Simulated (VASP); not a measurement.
# GaSb (F-43m) in VASP: notebook

The runs below take GaSb through relaxation of cell and atoms, with r2SCAN.

All numbers are computed with VASP 6.6.1; they aren't measurements. Logs are shortened: lines on timing, memory, paths and dates and some standing lists are left out, and cuts for length are marked.

### Step 1. The crystal as given

Symmetry: F-43m, No. 216, cubic system. The conventional cell has a = 6.137 Å, b = 6.137 Å, c = 6.137 Å, α = 90.00°, β = 90.00°, γ = 90.00°. Ga (site symmetry -43m) is surrounded by 4 Sb at 2.66 Å. Sb (site symmetry -43m) has 4 Ga at 2.66 Å as nearest neighbours.

The cell is a database's computed one.

### Step 2. Relaxation of cell and atoms, r2SCAN

The input, INCAR:

```
PREC = Accurate ; ENCUT = 600
EDIFF = 1E-6 ; ISMEAR = 0
SIGMA = 0.02 ; LREAL = F
LASPH = T ; NELM = 120
ALGO = Normal ; ISIF = 3
LWAVE = F ; LCHARG = F
METAGGA = R2SCAN ; LMIXTAU = T
IBRION = 2 ; NSW = 80
EDIFFG = -0.005 ; KPAR = 2
```

The input, KPOINTS:

```
regular mesh
0
Gamma
  9 9 9
```

The input, POSCAR:

```
GaSb
1.0
    0.0000000000      3.0686043000      3.0686043000
    3.0686043000      0.0000000000      3.0686043000
    3.0686043000      3.0686043000      0.0000000000
Ga Sb
1 1
Direct
    0.0000000000      0.0000000000      0.0000000000
    0.2500000000      0.2500000000      0.2500000000
```

Potentials or basis: VASP PAW PBE potentials, release 64 (Ga_d, Sb).

On the command line:

```bash
$ cat potpaw_PBE.64/Ga_d/POTCAR potpaw_PBE.64/Sb/POTCAR > POTCAR
$ mpirun -np 2 vasp_std > vasp.out
```

OUTCAR:

```text
PREC = Accurate
   ENCUT = 600
   EDIFF = 1E-6
   ISMEAR = 0
   LREAL = F
   LASPH = T
   NELM = 120
   ISIF = 3
   METAGGA = R2SCAN
   IBRION = 2
   NSW = 80
   EDIFFG = -0.005

 ion  position               nearest neighbor table
   1  0.000  0.000  0.000-   2 2.66   2 2.66   2 2.66   2 2.66
   2  0.250  0.250  0.250-   1 2.66   1 2.66   1 2.66   1 2.66

  LATTYP: Found a face centered cubic cell.
 ALAT       =     6.1372086000

  Lattice vectors:

 A1 = (   0.0000000000,   3.0686043000,   3.0686043000)
 A2 = (   3.0686043000,   0.0000000000,   3.0686043000)
 A3 = (   3.0686043000,   3.0686043000,   0.0000000000)

Analysis of symmetry for initial positions (statically):
=====================================================================
 Subroutine PRICEL returns:
 Original cell was already a primitive cell.

 Routine SETGRP: Setting up the symmetry group for a
 face centered cubic supercell.

 Subroutine GETGRP returns: Found 24 space group operations
 (whereof 24 operations were pure point group operations)
 out of a pool of 48 trial point group operations.

The static configuration has the point symmetry T_d .

Analysis of symmetry for dynamics (positions and initial velocities):
=====================================================================
 Subroutine PRICEL returns:
 Original cell was already a primitive cell.

 Routine SETGRP: Setting up the symmetry group for a
 face centered cubic supercell.

 Subroutine GETGRP returns: Found 24 space group operations
 (whereof 24 operations were pure point group operations)
 out of a pool of 48 trial point group operations.

The dynamic configuration has the point symmetry T_d .

 Subroutine INISYM returns: Found 24 space group operations
 (whereof 24 operations are pure point group operations),
 and found     1 'primitive' translations

----------------------------------------------------------------------------------------

                                     Primitive cell

  volume of cell :      57.7900

  direct lattice vectors                    reciprocal lattice vectors
     0.000000000  3.068604300  3.068604300    -0.162940526  0.162940526  0.162940526
     3.068604300  0.000000000  3.068604300     0.162940526 -0.162940526  0.162940526
     3.068604300  3.068604300  0.000000000     0.162940526  0.162940526 -0.162940526

  length of vectors
     4.339661819  4.339661819  4.339661819     0.282221270  0.282221270  0.282221270

  position of ions in fractional coordinates (direct lattice)
     0.000000000  0.000000000  0.000000000
     0.250000000  0.250000000  0.250000000

  ion indices of the primitive-cell ions
   primitive index   ion index
                 1           1
                 2           2

----------------------------------------------------------------------------------------
[... 70 lines left out ...]
   EDIFF  = 0.1E-05   stopping-criterion for ELM
   LREAL  =      F    real-space projection
   EDIFFG = -.5E-02   stopping-criterion for IOM
   NSW    =     80    number of steps for IOM
   IBRION =      2    ionic relax: 0-MD 1-quasi-New 2-CG
   NFREE  =      1    steps in history (QN), initial steepest desc. (CG)
   ISIF   =      3    stress and relaxation
   ISYM   =      2    0-nonsym 1-usesym 2-fastsym
   POTIM  = 0.5000    time-step for ionic-motion
   TEBEG  =    0.0;   TEEND  =   0.0 temperature during run
   PSTRESS=    0.0 pullay stress
   NELECT =      18.0000    total number of electrons
   NUPDOWN=      -1.0000    fix difference up-down
   EMIN   =  10.00;   EMAX   =-10.00  energy-range for DOS
   EFERMI =   0.00;   METHOD = LEGACY
   ISMEAR =     0;   SIGMA  =   0.02  broadening in eV -4-tet -1-fermi 0-gaus
   EFERMI_NEDOS =   21; number of points for ismear=-14 and -15
   IALGO  =     38    algorithm
   IMIX   =      4    mixing-type and parameters
     AMIX     =   0.40;   BMIX     =  1.00
     AMIX_MAG =   1.60;   BMIX_MAG =  1.00
  volume/ion in A,a.u.               =      28.89       194.99
  Fermi-wavevector in a.u.,A,eV,Ry     =   1.109723  2.097073 16.755387  1.231486
  Thomas-Fermi vector in A             =   2.246267
   LORBIT       =      0    0 simple, 1 ext, 2 COOP (PROOUT), +10 PAW based schemes
   METAGGA = R2SCAN    functional components
   LHFCALC =     F    Hartree Fock is set to
   AEXX    =    0.0000 exact exchange contribution
   IVDW    =     0    specifies the selected vdW correction
   LEPSILON=     F    determine dielectric tensor
   LRPA    =     F    only Hartree local field effects (RPA)
 conjugate gradient relaxation of ions
 non-spin polarized calculation
 Gauss-broadening in eV      SIGMA  =   0.02
  energy-cutoff  :      600.00
  volume of cell :       57.79
 maximum number of plane-waves:      1948
   NGX = 17   NGY = 17   NGZ = 17

--------------------------------------- Ionic step        1  -------------------------------------------

 number of electron      18.0000003 magnetization

 Free energy of the ion-electron system (eV)
  ---------------------------------------------------
  ext. energy  EPLUGINS =         0.00000000
  ---------------------------------------------------
  free energy    TOTEN  =       -37.60444536 eV

  energy without entropy =      -37.60444536  energy(sigma->0) =      -37.60444536

 E-fermi :   4.7273     XC(G=0):  -9.6780

 val. band max:        4.5884224385   @ k =   0.0000   0.0000   0.0000
 cond. band min:       4.9667297437   @ k =   0.0000   0.0000   0.0000
 fundamental gap:      0.3783073052
 Fermi energy:         4.7273208938

 k-point     1 :       0.0000    0.0000    0.0000
  band No.  band energies     occupation
      1     -10.8921      2.00000
      2     -10.8921      2.00000
      3     -10.8921      2.00000
      4     -10.8368      2.00000
      5     -10.8368      2.00000
      6      -7.2759      2.00000
      7       4.5884      2.00000
      8       4.5884      2.00000
      9       4.5884      2.00000
     10       4.9667      0.00000
     11       7.5725      0.00000
     12       7.5726      0.00000
     13       7.5726      0.00000
[... 439 lines left out ...]
--------------------------------------- Ionic step        3  -------------------------------------------

 number of electron      18.0000003 magnetization

 Free energy of the ion-electron system (eV)
  ---------------------------------------------------
  ext. energy  EPLUGINS =         0.00000000
  ---------------------------------------------------
  free energy    TOTEN  =       -37.60447698 eV

  energy without entropy =      -37.60447698  energy(sigma->0) =      -37.60447698

 E-fermi :   4.7511     XC(G=0):  -9.6862

 val. band max:        4.6066572870   @ k =   0.0000   0.0000   0.0000
 cond. band min:       4.9981333128   @ k =   0.0000   0.0000   0.0000
 fundamental gap:      0.3914760258
 Fermi energy:         4.7510569524

 k-point     1 :       0.0000    0.0000    0.0000
  band No.  band energies     occupation
      1     -10.8774      2.00000
      2     -10.8774      2.00000
      3     -10.8773      2.00000
      4     -10.8218      2.00000
      5     -10.8218      2.00000
      6      -7.2705      2.00000
      7       4.6066      2.00000
      8       4.6067      2.00000
      9       4.6067      2.00000
     10       4.9981      0.00000
     11       7.5898      0.00000
     12       7.5899      0.00000
     13       7.5899      0.00000
[... 397 lines left out ...]
  FREE ENERGIE OF THE ION-ELECTRON SYSTEM (eV)
  ---------------------------------------------------
  free  energy   TOTEN  =       -37.6044769772 eV

  energy  without entropy=      -37.6044769772  energy(sigma->0) =      -37.60447698

 reached required accuracy - stopping structural energy minimisation
```

OSZICAR:

```text
N       E                     dE             d eps       ncg     rms          rms(c)
DAV:   1     0.525570288471E+02    0.52557E+02   -0.98095E+03   918   0.192E+03
DAV:   2    -0.329559920379E+02   -0.85513E+02   -0.83307E+02   970   0.342E+02
DAV:   3    -0.393251989775E+02   -0.63692E+01   -0.63200E+01  1150   0.787E+01
DAV:   4    -0.394361867084E+02   -0.11099E+00   -0.11095E+00  1038   0.116E+01
[... 26 lines left out ...]
DAV:   2    -0.376044890885E+02    0.42760E-04   -0.72443E-05  1155   0.177E-01    0.193E-02
DAV:   3    -0.376044767457E+02    0.12343E-04   -0.13327E-05  1110   0.715E-02    0.416E-03
DAV:   4    -0.376044754241E+02    0.13216E-05   -0.44502E-06   935   0.305E-02    0.799E-04
DAV:   5    -0.376044768343E+02   -0.14103E-05   -0.82155E-07   630   0.102E-02    0.548E-04
DAV:   6    -0.376044769772E+02   -0.14290E-06   -0.13502E-07   455   0.354E-03
   3 F= -.37604477E+02 E0= -.37604477E+02  d E =-.316190E-04
```

CONTCAR:

```text
GaSb
   1.00000000000000
     0.0000000000000000    3.0667867319800988    3.0667867319800988
     3.0667867319800988    0.0000000000000000    3.0667867319800988
     3.0667867319800988    3.0667867319800988    0.0000000000000000
  Ga              Sb
     1     1
Direct
     0.0000000000000000    0.0000000000000000    0.0000000000000000
     0.2500000000000000    0.2500000000000000    0.2500000000000000

  0.00000000E+00  0.00000000E+00  0.00000000E+00
  0.00000000E+00  0.00000000E+00  0.00000000E+00
```

Wall time 1.8 min (2 MPI ranks of Intel Xeon Platinum 8488C (Sapphire Rapids), shared host); peak memory 0.24 GiB.

Results:

```
Free energy                            : -37.6045 eV
Relaxed volume                         : 28.84 Å³/atom
Relaxed cell                           : a = 4.337 Å, b = 4.337 Å, c = 4.337 Å, α = 60.00°, β = 60.00°, γ = 60.00°
Space group after relaxing (to 0.05 Å) : F-43m (No. 216)
Energy gained by relaxing              : 0.0 meV/atom
Ionic steps                            : 3
Pressure after relaxing                : 0.0 GPa
Band gap on the k mesh                 : 0.39 eV, direct
```

Final structure:
```cif
data_structure
_symmetry_space_group_name_H-M 'P 1'
_symmetry_Int_Tables_number 1
_cell_length_a 4.3371
_cell_length_b 4.3371
_cell_length_c 4.3371
_cell_angle_alpha 60.000
_cell_angle_beta 60.000
_cell_angle_gamma 60.000
_cell_volume 57.69
loop_
_atom_site_label
_atom_site_type_symbol
_atom_site_fract_x
_atom_site_fract_y
_atom_site_fract_z
_atom_site_occupancy
Ga1 Ga 0.00000 0.00000 0.00000 1
Sb1 Sb 0.25000 0.25000 0.25000 1
```

Levels at points of the mesh, in eV from the valence-band top:
| k point | band 6 | band 7 | band 8 | band 9 | band 10 | band 11 | band 12 | band 13 |
| --- | --- | --- | --- | --- | --- | --- | --- | --- |
| (0.00, 0.00, 0.00) | -11.88 | 0.00 | 0.00 | 0.00 | 0.39 | 2.98 | 2.98 | 2.98 |

Caveat: the PAW data sets were made with another functional, which shifts forces and pressure a little; spin-orbit coupling is left out, which moves the levels of the heavy elements; an odd mesh through Γ misses points on the zone boundary, where band edges often lie.

### Step 3. Relaxation of cell and atoms, r2SCAN

INCAR is that of step 2.

KPOINTS is that of step 2.

The input, POSCAR:

```
GaSb                                    
1.0
    0.0000000000      3.0667867320      3.0667867320
    3.0667867320      0.0000000000      3.0667867320
    3.0667867320      3.0667867320      0.0000000000
  Ga              Sb            
     1     1
Direct
     0.0000000000000000    0.0000000000000000    0.0000000000000000
     0.2500000000000000    0.2500000000000000    0.2500000000000000
```

Potentials or basis: VASP PAW PBE potentials, release 64 (Ga_d, Sb).

On the command line:

```bash
$ cat potpaw_PBE.64/Ga_d/POTCAR potpaw_PBE.64/Sb/POTCAR > POTCAR
$ mpirun -np 2 vasp_std > vasp.out
```

It took 55 s on 2 MPI ranks of Intel Xeon Platinum 8488C (Sapphire Rapids), shared host; peak memory 0.22 GiB.

Results (log left out):

```
Free energy             : -37.6045 eV
Pressure after relaxing : 0.0 GPa
Band gap on the k mesh  : 0.39 eV, direct
```

Final structure:
```cif
data_structure
_symmetry_space_group_name_H-M 'P 1'
_symmetry_Int_Tables_number 1
_cell_length_a 4.3371
_cell_length_b 4.3371
_cell_length_c 4.3371
_cell_angle_alpha 60.000
_cell_angle_beta 60.000
_cell_angle_gamma 60.000
_cell_volume 57.69
loop_
_atom_site_label
_atom_site_type_symbol
_atom_site_fract_x
_atom_site_fract_y
_atom_site_fract_z
_atom_site_occupancy
Ga1 Ga 0.00000 0.00000 0.00000 1
Sb1 Sb 0.25000 0.25000 0.25000 1
```

Levels at points of the mesh, in eV from the valence-band top:
```tsv
k point	band 6	band 7	band 8	band 9	band 10	band 11	band 12	band 13
(0.00, 0.00, 0.00)	-11.88	0.00	0.00	0.00	0.39	2.98	2.98	2.98
```

Caveat: the relaxation stopped at its first step, so nothing moved; the PAW data sets were made with another functional, which shifts forces and pressure a little; spin-orbit coupling is left out, which moves the levels of the heavy elements; an odd mesh through Γ misses points on the zone boundary, where band edges often lie.
